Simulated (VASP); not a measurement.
Set up this calculation in VASP 6.6.1, as the native input.

```
Task                   : single point
Functional             : PBE
Potentials or basis    : VASP PAW PBE potentials, release 64 (Ga_d, As)
Cutoff                 : 520 eV
k mesh                 : 12 × 12 × 12
Occupations            : gaussian, width 0.02 eV
Spin                   : no spin polarisation
Dipole correction      : no
Further INCAR settings : ALGO = Normal; EDIFF = 1e-06; NBANDS = 16
```

The structure of GaAs lies in POSCAR:

```
GaAs
1.0
    0.0000000000      2.8726923284      2.8726923284
    2.8726923284      0.0000000000      2.8726923284
    2.8726923284      2.8726923284      0.0000000000
Ga As
1 1
Direct
    0.0000000000      0.0000000000      0.0000000000
    0.2500000000      0.2500000000      0.2500000000
```

One way to write it, as run:

INCAR

```
SYSTEM = GaAs
PREC     = Accurate       ! precision mode
ENCUT    = 520            ! plane-wave cutoff, eV
EDIFF    = 1E-6           ! SCF threshold, eV
ISMEAR   = 0              ! smearing method
SIGMA    = 0.02           ! smearing width, eV
LREAL    = .FALSE.        ! projectors in reciprocal space
LASPH    = .TRUE.         ! aspherical terms in the spheres
NELM     = 80             ! most SCF steps
ALGO     = Normal         ! electronic algorithm
ISIF     = 2              ! what is computed and relaxed
LWAVE    = .FALSE.        ! write WAVECAR
LCHARG   = .TRUE.         ! write CHGCAR
GGA      = PE             ! functional
LELF     = .TRUE.         ! ELF
LVHAR    = .TRUE.       
NBANDS   = 16             ! bands
```

KPOINTS

```
Automatic mesh
0
G
  12 12 12
  0 0 0
```

Potentials or basis: VASP PAW PBE potentials, release 64 (Ga_d, As).

Command:

```sh
$ cat potpaw_PBE.64/Ga_d/POTCAR potpaw_PBE.64/As/POTCAR > POTCAR
$ mpirun -np 1 vasp_std > vasp.out
```

It gave:

```json
{"Pressure": "0.2 GPa", "Band gap on the k mesh": "0.16 eV, direct"}
```

It took 29 s on 1 thread of AMD EPYC 9R14 (Zen 4), with other jobs on the host, peak memory 0.17 GiB.
